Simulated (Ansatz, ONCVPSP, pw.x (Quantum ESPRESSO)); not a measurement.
**molybdenum (Mo): one change to the ONCV potential, in the atom and in the fcc crystal**

```json
{"Element": "Mo (Z = 42)", "Generator": "ONCVPSP 4.0.1.1 (patched build)", "Type": "optimised norm-conserving Vanderbilt (ONCV)", "Functional": "LDA (Perdew-Wang 92)", "Relativity": "scalar-relativistic", "Frozen core": "[Ar] 3d10", "Valence charge": "14", "Reference configuration": "4s2 4p6 4d5 5s0.75 5p0.25", "Partial waves": "4s+5s: rc 2.05 bohr, ncon 4, nbas 8, qcut 7 1/bohr, 2 projectors; 4p+5p: rc 1.80 bohr, ncon 3, nbas 8, qcut 9.3 1/bohr, 2 projectors; 4d: rc 2.65 bohr, ncon 4, nbas 9, qcut 5.6 1/bohr, 2 projectors, debl 2.7 Ha", "Local potential": "polynomial inside 1.75 bohr (lpopt 5, dvloc0 6 Ha)", "Core correction": "Teter function, fcfact 2.5, rcfact 1.65"}
```

Change: all radii but the core radius scaled by about 0.93 (s 1.90, p 1.68, d 2.46 bohr); local potential polynomial inside 1.62 bohr (lpopt 5, dvloc0 6 Ha).

Cutoffs, loose and tight: the cutoffs (Ha) at which the residual kinetic energy of the hardest occupied pseudo-wave falls to 1 and 0.1 mHa per electron. They do not see the model core or the augmentation charge, which bear on the density cutoff. Test errors are all-electron minus pseudo excitation energies from the reference, over the configurations 4s2 4p6 4d5 5s1 5p0; 4s2 4p6 4d5 5s0 5p0; 4s2 4p6 4d4 5s0 5p0; 4s2 4p6 4d5 5s0 5p1; variants that change the core or the reference have their own tests.

Crystal test: fcc Mo in pw.x 7.5, no spin, 14³ k-points, Fermi–Dirac smearing 0.01 Ry, cutoffs set for each file from its atomic test. The reference is all-electron LAPW (Ansatz 0.2.0) with the same functional, mesh and smearing; V0 and B0 come from Birch–Murnaghan fits to the pressures at five volumes. Errors are pseudo minus all-electron; Δ is the rms difference of the E(V) curves that follow from these fits, minima aligned, over ±6 % about the mean V0. Mesh and smearing are coarse, so the numbers serve the comparison and aren't converged zero-temperature values; the lattice is a test structure that the element need not adopt.

All-electron: a0 = 3.938 Å (V0 = 15.27 Å³/atom), B0 = 265.2 GPa.

Q: Does the change bring the crystal closer to the all-electron result?

A: The mean pressure error goes from +4.13 to +2.86 GPa, so the change moves the solid closer to the all-electron pressures.

| quantity | base | changed |
| --- | --- | --- |
| outcome (atom) | generated | generated |
| cutoff, loose (atom) | 21 Ha | 23 Ha |
| cutoff, tight (atom) | 28 Ha | 29 Ha |
| bound ghosts (atom) | none | none |
| largest test error (meV) (atom) | -0.6 over the solved tests; 1 of 4 tests not solved or not reliable | -0.5 over the solved tests; 1 of 4 tests not solved or not reliable |
| cutoffs in pw.x (Ry) | 65/260 | 70/280 |
| a0 (Å) | 3.958 | 3.952 |
| a0 error (%) | +0.50 | +0.35 |
| B0 error (%) | -0.9 | -0.5 |
| Δ (meV/atom) | 13.4 | 9.3 |
| mean pressure error (GPa) | +4.13 | +2.86 |

Base: This is a poor potential for the solid. Atomic configuration tests: 1 of 4 tests not solved or not reliable. Changed file: Atomic configuration tests: 1 of 4 tests not solved or not reliable.
